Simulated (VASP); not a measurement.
The system is EuO.

```
Eu O
1.0
     0.00000    2.57195    2.57195
     2.57195    0.00000    2.57195
     2.57195    2.57195    0.00000
Eu O
1 1
Direct
  0.00000 0.00000 0.00000
  0.50000 0.50000 0.50000
```

Base run:

```yaml
Program: VASP 6.6.1
Functional: PBE
Potentials_or_basis: VASP PAW PBE potentials, release 64 (Eu, O)
Cutoff: 520 eV
k_mesh: 9 × 9 × 9
Occupations: fermi-dirac, width 0.05 eV
Spin: collinear spin, ferromagnetic start
Starting_moments: "[7.0, 0.0] μB"
```

Its results: band gap on the k mesh none (metal or under the smearing width); pressure -4.5 GPa; net moment 6.97 μB per cell; site moments Eu +6.59; O -0.10 μB.

Question: The run is repeated on the same cell with these changes: functional from PBE to PBEsol. What comes out?

Answer: Band gap on the k mesh none (metal or under the smearing width); pressure -9.5 GPa; net moment 6.96 μB per cell; site moments Eu +6.59; O -0.10 μB.

PBEsol binds more tightly than PBE, so the same cell stands under less pressure.

Caveats: spin-orbit coupling is left out, which moves the levels of the heavy elements; a cell with one magnetic atom can't hold antiferromagnetic order, which such compounds often take; without U or exact exchange the open f shell lies at the Fermi level, which spoils levels, moments and volumes; the PAW data sets were made with another functional, which shifts forces and pressure a little (some runs).
